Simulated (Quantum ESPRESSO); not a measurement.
**How MgO (Periclase) absorbs and reflects light**

Wanted: where MgO (Periclase) starts to absorb, how strongly, and its refractive index. The cell comes from an older database entry, whose edges can differ from later determinations, mostly by under a per cent.

Main program and level: Quantum ESPRESSO 7.5; DFT, PBE, plane waves with norm-conserving potentials (PseudoDojo), scalar-relativistic, independent-particle optical response without local fields and without the non-local commutator.

The database entry behind the starting cell differs from later determinations by our own check (about 0.1 % long), so it need not match the best structure at ambient conditions.

### 1. The structure

It takes space group Fm-3m (No. 225, cubic). Conventional cell: a = 4.217 Å, b = 4.217 Å, c = 4.217 Å, α = 90.00°, β = 90.00°, γ = 90.00°. Nearest to Mg lie 6 O at 2.11 Å. Nearest to O lie 6 Mg at 2.11 Å. Farther neighbours and most contacts between anions are not listed.

As a file:

```cif
data_structure
_symmetry_space_group_name_H-M 'P 1'
_symmetry_Int_Tables_number 1
_cell_length_a 2.9819
_cell_length_b 2.9819
_cell_length_c 2.9819
_cell_angle_alpha 60.000
_cell_angle_beta 60.000
_cell_angle_gamma 60.000
_cell_volume 18.75
loop_
_atom_site_label
_atom_site_type_symbol
_atom_site_fract_x
_atom_site_fract_y
_atom_site_fract_z
_atom_site_occupancy
Mg1 Mg 0.00000 0.00000 0.00000 1
O2 O 0.50000 0.50000 0.50000 1
```

### 2. Ground state

First the ground state: is it a metal or has it a gap?

This step: DFT, PBE, plane waves with norm-conserving potentials (PseudoDojo), scalar-relativistic, ground state (Quantum ESPRESSO 7.5).

scf.in reads:

```
&control
  calculation = 'scf'
  prefix = 'x'
  outdir = './tmp'
  pseudo_dir = './'
  verbosity = 'high'
/
&system
  ibrav = 0
  nat = 2
  ntyp = 2
  ecutwfc = 90
  occupations = 'smearing'
  smearing = 'fd'
  degauss = 0.003675
  nbnd = 12
/
&electrons
  conv_thr = 1e-09
  electron_maxstep = 100
/
ATOMIC_SPECIES
  Mg 1.0 Mg.upf
  O 1.0 O.upf
CELL_PARAMETERS angstrom
  0.000000000000 2.108500000000 2.108500000000
  2.108500000000 0.000000000000 2.108500000000
  2.108500000000 2.108500000000 0.000000000000
ATOMIC_POSITIONS crystal
  Mg 0.000000000000 0.000000000000 0.000000000000
  O 0.500000000000 0.500000000000 0.500000000000
K_POINTS automatic
  9 9 9 0 0 0
```

Launch:

```console
$ mpirun -n 4 pw.x -nk 4 -in scf.in
```

Output:

```text
for quantum simulation of materials; please cite

     using ibrav=0 with symmetry is DISCOURAGED, use correct ibrav instead

     G-vector sticks info
     --------------------
     sticks:   dense  smooth     PW     G-vecs:    dense   smooth      PW
     Sum         793     793    241                14553    14553    2445

     Using Slab Decomposition

     bravais-lattice index     =            0
     lattice parameter (alat)  =       5.6349  a.u.
     unit-cell volume          =     126.5166 (a.u.)^3
     number of atoms/cell      =            2
     number of atomic types    =            2
     number of electrons       =        16.00
     number of Kohn-Sham states=           12
     kinetic-energy cutoff     =      90.0000  Ry
     charge density cutoff     =     360.0000  Ry
     scf convergence threshold =      1.0E-09
     mixing beta               =       0.7000
     number of iterations used =            8  plain     mixing
     Exchange-correlation= PBE
                           (   1   4   3   4   0   0   0)

     celldm(1)=   5.634916  celldm(2)=   0.000000  celldm(3)=   0.000000
     celldm(4)=   0.000000  celldm(5)=   0.000000  celldm(6)=   0.000000

     crystal axes: (cart. coord. in units of alat)
               a(1) = (   0.000000   0.707107   0.707107 )
               a(2) = (   0.707107   0.000000   0.707107 )
               a(3) = (   0.707107   0.707107   0.000000 )

     reciprocal axes: (cart. coord. in units 2 pi/alat)
               b(1) = ( -0.707107  0.707107  0.707107 )
               b(2) = (  0.707107 -0.707107  0.707107 )
               b(3) = (  0.707107  0.707107 -0.707107 )

     ./Mg.upf
     Pseudo is Norm-conserving, Zval = 10.0
     Generated using ONCVPSP code by D. R. Hamann
     Using radial grid of 1510 points,  4 beta functions with:
                l(1) =   0
                l(2) =   0
                l(3) =   1
                l(4) =   1

     ./O.upf
     Pseudo is Norm-conserving + core correction, Zval =  6.0
     Generated using ONCVPSP code by D. R. Hamann
     Using radial grid of  936 points,  5 beta functions with:
                l(1) =   0
                l(2) =   0
                l(3) =   1
                l(4) =   1
                l(5) =   2

     atomic species   valence    mass     pseudopotential
     Mg               10.00     1.00000     Mg( 1.00)
     O                 6.00     1.00000     O ( 1.00)

     48 Sym. Ops., with inversion, found

                                    s                        frac. trans.

     [... symmetry matrices left out ...]
   Cartesian axes

     site n.     atom                  positions (alat units)
         1        Mg     tau(   1) = (   0.0000000   0.0000000   0.0000000  )
         2        O      tau(   2) = (   0.7071068   0.7071068   0.7071068  )

   Crystallographic axes

     site n.     atom                  positions (cryst. coord.)
         1        Mg     tau(   1) = (  0.0000000  0.0000000  0.0000000  )
         2        O      tau(   2) = (  0.5000000  0.5000000  0.5000000  )

     number of k points=    35  Fermi-Dirac smearing, width (Ry)=  0.0037
                       cart. coord. in units 2pi/alat
        k(    1) = (   0.0000000   0.0000000   0.0000000), wk =   0.0027435
        k(    2) = (   0.0785674   0.0785674  -0.0785674), wk =   0.0219479
        k(    3) = (   0.1571348   0.1571348  -0.1571348), wk =   0.0219479
        k(    4) = (   0.2357023   0.2357023  -0.2357023), wk =   0.0219479
        k(    5) = (   0.3142697   0.3142697  -0.3142697), wk =   0.0219479
        k(    6) = (   0.1571348   0.0000000  -0.0000000), wk =   0.0164609
        k(    7) = (   0.2357023   0.0785674  -0.0785674), wk =   0.0658436
        k(    8) = (   0.3142697   0.1571348  -0.1571348), wk =   0.0658436
        k(    9) = (   0.3928371   0.2357023  -0.2357023), wk =   0.0658436
        k(   10) = (  -0.2357023  -0.3928371   0.3928371), wk =   0.0658436
        k(   11) = (  -0.1571348  -0.3142697   0.3142697), wk =   0.0658436
        k(   12) = (  -0.0785674  -0.2357023   0.2357023), wk =   0.0658436
        k(   13) = (  -0.0000000  -0.1571348   0.1571348), wk =   0.0329218
        k(   14) = (   0.3142697   0.0000000  -0.0000000), wk =   0.0164609
        k(   15) = (   0.3928371   0.0785674  -0.0785674), wk =   0.0658436
        k(   16) = (   0.4714045   0.1571348  -0.1571348), wk =   0.0658436
[...]
cryst. coord.
[...]
k(   28) = (   0.1111111   0.2222222  -0.4444444), wk =   0.1316872
        k(   29) = (   0.1111111   0.3333333   0.4444444), wk =   0.0658436
        k(   30) = (   0.1111111   0.3333333  -0.4444444), wk =   0.1316872
        k(   31) = (   0.1111111   0.3333333  -0.3333333), wk =   0.1316872
        k(   32) = (   0.1111111   0.3333333  -0.2222222), wk =   0.0658436
        k(   33) = (   0.1111111   0.4444444  -0.4444444), wk =   0.0658436
        k(   34) = (   0.1111111   0.4444444  -0.3333333), wk =   0.0658436
        k(   35) = (   0.2222222   0.4444444  -0.3333333), wk =   0.0658436

     Dense  grid:    14553 G-vectors     FFT dimensions: (  36,  36,  36)

     Initial potential from superposition of free atoms

     starting charge      15.9992, renormalised to      16.0000
     Starting wfcs are    9 randomized atomic wfcs +    3 random wfcs

     Self-consistent Calculation

     iteration #  1     ecut=    90.00 Ry     beta= 0.70
     Davidson diagonalization with overlap

            45 MiB given to the printing process from OS
            16 MiB allocation reported by mallinfo(arena+hblkhd)
------------------
     ethr =  1.00E-02,  avg # of iterations =  4.6

     total energy              =    -151.93713663 Ry
     estimated scf accuracy    <       0.38734491 Ry

     iteration #  2     ecut=    90.00 Ry     beta= 0.70
     Davidson diagonalization with overlap

            52 MiB given to the printing process from OS
            20 MiB allocation reported by mallinfo(arena+hblkhd)
------------------
     ethr =  2.42E-03,  avg # of iterations =  2.1

     total energy              =    -152.03907646 Ry
     estimated scf accuracy    <       0.32962543 Ry

     iteration #  3     ecut=    90.00 Ry     beta= 0.70
     Davidson diagonalization with overlap

            53 MiB given to the printing process from OS
            20 MiB allocation reported by mallinfo(arena+hblkhd)
------------------
     ethr =  2.06E-03,  avg # of iterations =  2.0

     total energy              =    -152.10199044 Ry
     estimated scf accuracy    <       0.00157943 Ry

     iteration #  4     ecut=    90.00 Ry     beta= 0.70
     Davidson diagonalization with overlap

            53 MiB given to the printing process from OS
            21 MiB allocation reported by mallinfo(arena+hblkhd)
------------------
     ethr =  9.87E-06,  avg # of iterations =  2.3

     total energy              =    -152.10217985 Ry
     estimated scf accuracy    <       0.00018540 Ry

     iteration #  5     ecut=    90.00 Ry     beta= 0.70
     Davidson diagonalization with overlap

            53 MiB given to the printing process from OS
            21 MiB allocation reported by mallinfo(arena+hblkhd)
------------------
     ethr =  1.16E-06,  avg # of iterations =  1.5

     total energy              =    -152.10219654 Ry
     estimated scf accuracy    <       0.00000362 Ry

     iteration #  6     ecut=    90.00 Ry     beta= 0.70
     Davidson diagonalization with overlap

            54 MiB given to the printing process from OS
            21 MiB allocation reported by mallinfo(arena+hblkhd)
------------------
     ethr =  2.26E-08,  avg # of iterations =  2.0

     total energy              =    -152.10219765 Ry
     estimated scf accuracy    <       0.00000020 Ry

     iteration #  7     ecut=    90.00 Ry     beta= 0.70
     Davidson diagonalization with overlap

            54 MiB given to the printing process from OS
            22 MiB allocation reported by mallinfo(arena+hblkhd)
------------------
     ethr =  1.28E-09,  avg # of iterations =  1.2

     total energy              =    -152.10219764 Ry
     estimated scf accuracy    <       0.00000004 Ry

     iteration #  8     ecut=    90.00 Ry     beta= 0.70
     Davidson diagonalization with overlap

            55 MiB given to the printing process from OS
            22 MiB allocation reported by mallinfo(arena+hblkhd)
------------------
     ethr =  2.56E-10,  avg # of iterations =  2.0

     total energy              =    -152.10219765 Ry
     estimated scf accuracy    <       0.00000002 Ry

     iteration #  9     ecut=    90.00 Ry     beta= 0.70
     Davidson diagonalization with overlap

            56 MiB given to the printing process from OS
            23 MiB allocation reported by mallinfo(arena+hblkhd)
------------------
     ethr =  9.67E-11,  avg # of iterations =  2.0

     End of self-consistent calculation

          k = 0.0000 0.0000 0.0000 (  1837 PWs)   bands (ev):

   -64.3571 -31.1098 -31.1098 -31.1098  -9.1597   8.0108   8.0108   8.0108
    12.7441  23.9489  23.9489  23.9489

     occupation numbers
     1.0000   1.0000   1.0000   1.0000   1.0000   1.0000   1.0000   1.0000
     0.0000   0.0000   0.0000   0.0000

          k = 0.0786 0.0786-0.0786 (  1835 PWs)   bands (ev):

   -64.3561 -31.1198 -31.1109 -31.1109  -9.0268   7.2380   7.9308   7.9308
    13.4900  22.4598  24.2311  24.2311

     occupation numbers
     1.0000   1.0000   1.0000   1.0000   1.0000   1.0000   1.0000   1.0000
     0.0000   0.0000   0.0000   0.0000

          k = 0.1571 0.1571-0.1571 (  1832 PWs)   bands (ev):

   -64.3536 -31.1448 -31.1134 -31.1134  -8.6704   5.7537   7.7357   7.7357
    14.8107  20.8629  24.6997  24.6997

     occupation numbers
     1.0000   1.0000   1.0000   1.0000   1.0000   1.0000   1.0000   1.0000
     0.0000   0.0000   0.0000   0.0000

          k = 0.2357 0.2357-0.2357 (  1853 PWs)   bands (ev):

   -64.3507 -31.1730 -31.1163 -31.1163  -8.2226   4.3773   7.5255   7.5255
    15.6837  20.3341  24.6225  24.6225

     occupation numbers
     1.0000   1.0000   1.0000   1.0000   1.0000   1.0000   1.0000   1.0000
     0.0000   0.0000   0.0000   0.0000

     [... further k points left out ...]

     the Fermi energy is    10.0653 ev

!    total energy              =    -152.10219766 Ry
     estimated scf accuracy    <          1.2E-11 Ry
     smearing contrib. (-TS)   =       0.00000000 Ry
     internal energy E=F+TS    =    -152.10219766 Ry

     The total energy is F=E-TS. E is the sum of the following terms:
     one-electron contribution =     -74.52951633 Ry
     hartree contribution      =      41.57527355 Ry
     xc contribution           =     -24.49222037 Ry
     ewald contribution        =     -94.65573450 Ry

     convergence has been achieved in   9 iterations

     XML data file, charge density, pseudopotentials, collected wavefunctions

                                        0.00s GPU  (     284 calls)

=------------------------------------------------------------------------------=
   JOB DONE.
=------------------------------------------------------------------------------=
```

Elapsed: 3 s, on 4 MPI ranks of Arm Neoverse V2, shared host; peak memory 0.05 GiB; 12 s of CPU time.

This step gave:

* total energy: -152.1 Ry
* gap on the k-mesh: 4.733 eV
* direct gap on the mesh: 4.733 eV

There is a gap, 4.73 eV on this mesh (points off the mesh can give less), so no carriers' term is needed.

[end of part 1 of 3]

[Machine, clock, banner and «Message from routine» lines are left out of the logs.]

[Logs are printed without paths, hosts, clocks, repeated set-up lines and the standing remarks that a program may print on its own settings, such as how far it seeks lower states.]

[Hosts, paths, dates, database ids (printed as entryN), source tags and the programs' standing remarks are cut or masked in the printed files.]
